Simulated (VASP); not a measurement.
A run of VASP 6.6.1:

INCAR

```
PREC = Accurate
ENCUT = 630
EDIFF = 1E-7
ISMEAR = 1
SIGMA = 0.1
LREAL = False
LASPH = True
NELM = 100
ALGO = Normal
ISIF = 3
LWAVE = False
LCHARG = False
GGA = 91
IBRION = 2
NSW = 60
EDIFFG = -0.02
```

The input KPOINTS:

```
Automatic mesh
0
Gamma
  8 8 8
```

The input POSCAR:

```
Sr
1.0
    0.0000000000      3.0423500000      3.0423500000
    3.0423500000      0.0000000000      3.0423500000
    3.0423500000      3.0423500000      0.0000000000
Sr
1
Cartesian
    0.0000000000      0.0000000000      0.0000000000
```

Potentials or basis: VASP PAW PBE potentials, release 64 (Sr_sv_GW).

Launch:

```console
$ cat potpaw_PBE.64/Sr_sv_GW/POTCAR > POTCAR
$ mpirun -np 1 vasp_std > vasp.out
```

Hardware: 1 thread of Intel(R) Xeon(R) 6975P-C (Granite Rapids), with other jobs on the host.

Q: Estimate the wall time of this run.

A: Run time: 63 s on 1 thread of Intel(R) Xeon(R) 6975P-C (Granite Rapids), on a shared host, peak memory 0.22 GiB. Counts: scf iterations 75, k points 29, ion steps 6.
